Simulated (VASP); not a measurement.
Consider the following.

```
AlSb
1.0
    0.00000     3.11600     3.11600
    3.11600     0.00000     3.11600
    3.11600     3.11600     0.00000
Al Sb
1 1
Direct
  0.00000   0.00000   0.00000
  0.25000   0.25000   0.25000
```

Calculation: PBE GGA, VASP's PBE PAW potentials (set 64) (plane waves; VASP 6.6.1). Settings: 520 eV cut-off, Gaussian smearing of 0.050 eV, potentials Al Sb.

Unless said otherwise, spin-orbit coupling is left out, though it shifts the bands of the heavy elements here.

Q: Give the energies of bands 2 to 7 at the high-symmetry points, in eV from the valence-band maximum.

A: 
```json
[
 {"band": "2", "Γ": "0.00", "X": "-5.36", "U": "-5.18", "L": "-5.24", "W": "-5.16"},
 {"band": "3", "Γ": "0.00", "X": "-2.09", "U": "-3.09", "L": "-0.87", "W": "-2.89"},
 {"band": "4", "Γ": "0.00", "X": "-2.09", "U": "-1.76", "L": "-0.87", "W": "-2.59"},
 {"band": "5", "Γ": "1.26", "X": "1.29", "U": "1.72", "L": "1.22", "W": "3.95"},
 {"band": "6", "Γ": "3.08", "X": "1.46", "U": "4.00", "L": "3.72", "W": "4.27"},
 {"band": "7", "Γ": "3.08", "X": "8.48", "U": "6.65", "L": "3.72", "W": "4.46"}
]
```

The gap is indirect, 1.22 eV, from the valence maximum at Γ to the conduction minimum at L.

Measured: gap 1.73 eV (computed value off by -0.51 eV), as given by Anna Miglio et al., npj Computational Materials (2020), arXiv:2011.12765 [zero-point renormalisation of 35 meV (experimental, the table's column) added back].

The compound is AlSb in the zinc blende structure. It was relaxed first.
